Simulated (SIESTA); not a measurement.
Input of a SIESTA 5.4.2 run:

File Sb.fdf:

```
SystemName                      Sb
SystemLabel                     Sb
NumberOfSpecies                 1
NumberOfAtoms                   2
%block ChemicalSpeciesLabel
  1  51 Sb
%endblock ChemicalSpeciesLabel

LatticeConstant                 1.0 Ang
%block LatticeVectors
     3.3545324186     0.0000000000     0.0000000000
    -1.6772662093     2.9051102923     0.0000000000
     0.0000000000     0.0000000000     5.6889670760
%endblock LatticeVectors
AtomicCoordinatesFormat         Fractional
%block AtomicCoordinatesAndAtomicSpecies
     0.6666666667     0.3333333333     0.7500000000  1  Sb
     0.3333333333     0.6666666667     0.2500000000  1  Sb
%endblock AtomicCoordinatesAndAtomicSpecies

%block kgrid.MonkhorstPack
    9   0   0  0.0
    0   9   0  0.0
    0   0   5  0.0
%endblock kgrid.MonkhorstPack
XC.Functional                   GGA
XC.Authors                      PBEsol
PAO.BasisSize                   DZP
PAO.EnergyShift                 0.003 Ry
Mesh.Cutoff                     500 Ry
OccupationFunction              FD
ElectronicTemperature           0.05 eV
MaxSCFIterations                120
SCF.MustConverge                false
SCF.Mixer.Method                Pulay
SCF.Mixer.Weight                0.25
SCF.Mixer.History               8
SCF.DM.Tolerance                5.0e-05
SCF.H.Tolerance                 1.0e-03 eV
WriteForces                     true
Charge.Mulliken                 end
BandLinesScale                  ReciprocalLatticeVectors
%block BandLines
    1    0.000000   0.000000   0.000000  \Gamma
   11    0.500000   0.000000   0.000000  M
    7    0.333333   0.333333   0.000000  K
   13    0.000000   0.000000   0.000000  \Gamma
    6    0.000000   0.000000   0.500000  A
   11    0.500000   0.000000   0.500000  L
    7    0.333333   0.333333   0.500000  H
   13    0.000000   0.000000   0.500000  A
    1    0.500000   0.000000   0.500000  L
    6    0.500000   0.000000   0.000000  M
    1    0.333333   0.333333   0.000000  K
    6    0.333333   0.333333   0.500000  H
%endblock BandLines
%block PAO.Basis
  Sb 4
  n=5 0 2
    5.972 0.000
  n=5 1 2
    7.842 0.000
  n=4 2 2
    3.490 0.000
  n=5 2 1
    7.842
%endblock PAO.Basis
```

Potentials or basis: PseudoDojo 0.4 standard (PBEsol files), DZP (energy shift 0.003 Ry; two zetas on semicore shells).

Command:

```bash
$ siesta Sb.fdf > Sb.out 2>&1
```

Predict the pressure.

-1.9 GPa.

Estimate the band gap on the k mesh.

none (metal or under the smearing width).

Levels at the corners of the path, in eV from the Fermi level:
```tsv
point	band 11	band 12	band 13	band 14	band 15	band 16	band 17	band 18
Γ	-12.69	-9.42	-5.66	4.04	4.04	4.82	5.35	5.35
M	-9.13	-7.94	-4.42	-3.22	-2.05	-0.01	0.82	3.76
K	-7.97	-7.97	-4.20	-2.30	-2.30	-1.19	-0.56	-0.56
Γ	-12.69	-9.42	-5.66	4.04	4.04	4.82	5.35	5.35
A	-11.58	-11.58	-1.17	-1.17	4.77	4.77	4.77	4.77
L	-8.38	-8.38	-5.13	-5.13	1.65	1.65	1.94	1.94
H	-7.74	-7.74	-4.00	-4.00	-3.10	-3.10	2.80	2.80
A	-11.58	-11.58	-1.17	-1.17	4.77	4.77	4.77	4.77
L	-8.38	-8.38	-5.13	-5.13	1.65	1.65	1.94	1.94
M	-9.13	-7.94	-4.42	-3.22	-2.05	-0.01	0.82	3.76
K	-7.97	-7.97	-4.20	-2.30	-2.30	-1.19	-0.56	-0.56
H	-7.74	-7.74	-4.00	-4.00	-3.10	-3.10	2.80	2.80
```

Caveat: spin-orbit coupling is left out, which moves the levels of the heavy elements; the basis of atomic orbitals isn't converged, which shifts pressures, moduli and gaps.
